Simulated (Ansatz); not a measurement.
Runs of Ansatz 0.2.0 on Ti. Symmetry: P6_3/mmc, No. 194, hexagonal system. The conventional cell has a = 2.950 Å, b = 2.950 Å, c = 4.680 Å, α = 90.00°, β = 90.00°, γ = 120.00°. Around Ti (site symmetry -6m2) lie 12 Ti at 2.89 to 2.95 Å. 

```tsv
task	level	potentials or basis	cell	k mesh	cutoff (eV)	smearing	basis error allowed	gap on the mesh (eV)	pressure (GPa)
single point	PBEsol	all-electron PAW datasets made for the crystal	as given	-	290	fermi-dirac 0.15 eV	-	none	(a)
phonons	PBEsol	all-electron LAPW, scalar-relativistic	as given	7 × 7 × 5	232	fermi-dirac 0.05 eV	0.001 eV/atom	none	-
relaxation of cell and atoms	PBE+D4	all-electron LAPW, scalar-relativistic	relaxed	10 × 10 × 6	-	fermi-dirac 0.05 eV	0.001 eV/atom	-	0.0
single point	PBE	all-electron LAPW, scalar-relativistic	as given	10 × 10 × 6	220	gaussian 0.1 eV	0.001 eV/atom	none	-1.5
single point	PBE	all-electron LAPW, scalar-relativistic	as given	10 × 10 × 6	220	gaussian 0.015 eV	0.001 eV/atom	none	-1.4
```

Alike in all rows: no spin polarisation.

Task: Estimate the missing entries.

Result: (a) -5.3.

Caveats: the k mesh is thin for a metal, which can move the energy by tens of meV per atom (some runs); a metal's response needs a denser mesh (some runs).

A k mesh can miss the band edges.

A gap of «none» marks a metal or a gap under the smearing width.

Not every run made on this cell is shown here.
